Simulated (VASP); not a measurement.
Input of a VASP 6.6.1 run:

Contents of INCAR:

```
  ALGO = Normal
  EDIFF = 1E-6
  ENCUT = 520
  GGA = PE
  ISIF = 2
  ISMEAR = 1
  LASPH = True
  LCHARG = True
  LREAL = False
  LVHAR = True
  LWAVE = False
  NELM = 80
  PREC = Accurate
  SIGMA = 0.1
```

KPOINTS

```
k-points
0
Gamma
  18 18 18
```

POSCAR

```
Mo                                      
1.0
   -1.5809233255      1.5809233255      1.5809233255
    1.5809233255     -1.5809233255      1.5809233255
    1.5809233255      1.5809233255     -1.5809233255
  Mo            
     1
Direct
     0.0000000000000000    0.0000000000000000    0.0000000000000000
```

Potentials or basis: VASP PAW PBE potentials, release 64 (Mo_sv).

Launch:

```console
$ cat potpaw_PBE.64/Mo_sv/POTCAR > POTCAR
$ mpirun -np 1 vasp_std > vasp.out
```

(1) Predict the band gap on the k mesh.

(2) What does it give for the pressure?

Answers

(1) none (metal or under the smearing width).

(2) 0.1 GPa.
